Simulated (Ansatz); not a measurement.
# MoSi$_{2}$: strain energy, fitted

MoSi$_{2}$, I4/mmm, a = 3.217 Å, c = 7.873 Å. Ansatz: PBE, PAW, 420 eV, Γ-centred 12×12×6 mesh on 6 atoms, Gaussian smearing 0.10 eV; no spin polarisation. Series: uniaxial strain along a, with b, c and atoms relaxed; x is the strain in per cent. y is the free energy over the unstrained cell, V0 = 13.578 Å³/atom.

```tsv
x (%)	y (meV/atom)
-4.5	?
-3.0	14.02
-1.5	3.46
0.0	0.00
1.5	3.25
3.0	12.72
4.5	27.97
```

Task: Fit y = c2 x² + c3 x³ to the other rows, turn c2 into a modulus, and predict the missing energy.

Result: Least squares on the rows shown. y = 1.4870 x² − 0.023604 x³. In eV per unit strain² c2 is 14.87; this is Young's modulus along the axis (E = ½ Y V0 ε²): 2 × 14.87 × 160.2 / (13.578) = 351 GPa. At x = -4.5 the fit asked for gives 32.26 meV/atom. The run gave 32.11 meV/atom, so the fit is 0.15 meV/atom too high, a small miss on the scale of the series.